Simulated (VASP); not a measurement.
Input of a VASP 6.6.1 run:

The input INCAR:

```
SYSTEM = Sb
PREC = Accurate
ENCUT = 630
EDIFF = 1E-7
ISMEAR = 0
SIGMA = 0.05
LREAL = .FALSE.
LASPH = .TRUE.
NELM = 60
ALGO = Fast
ISIF = 3
LWAVE = .FALSE.
LCHARG = .FALSE.
GGA = RP
IBRION = 2
NSW = 40
EDIFFG = -0.01
```

File KPOINTS:

```
Automatic mesh
0
G
  8 8 8
  0 0 0
```

File POSCAR:

```
Sb
1.0
    3.2015837161      0.0000000000      0.0000000000
    0.0000000000      3.2015837161      0.0000000000
    0.0000000000      0.0000000000      3.2015837161
Sb
1
Direct
    0.0000000000      0.0000000000      0.0000000000
```

Potentials or basis: VASP PAW PBE potentials, release 64 (Sb_d_GW).

Command:

```console
$ cat potpaw_PBE.64/Sb_d_GW/POTCAR > POTCAR
$ mpirun -np 1 vasp_std > vasp.out
```

(1) Predict the space group after relaxing (to 0.05 Å).

(2) What does it give for the relaxed cell?

(3) Predict the relaxed volume.

## Answers

(1) Pm-3m (No. 221).

(2) a = 3.139 Å, b = 3.139 Å, c = 3.139 Å, α = 90.00°, β = 90.00°, γ = 90.00°.

(3) 30.94 Å³/atom.

Caveat: the PAW data sets were made with another functional, which shifts forces and pressure a little.
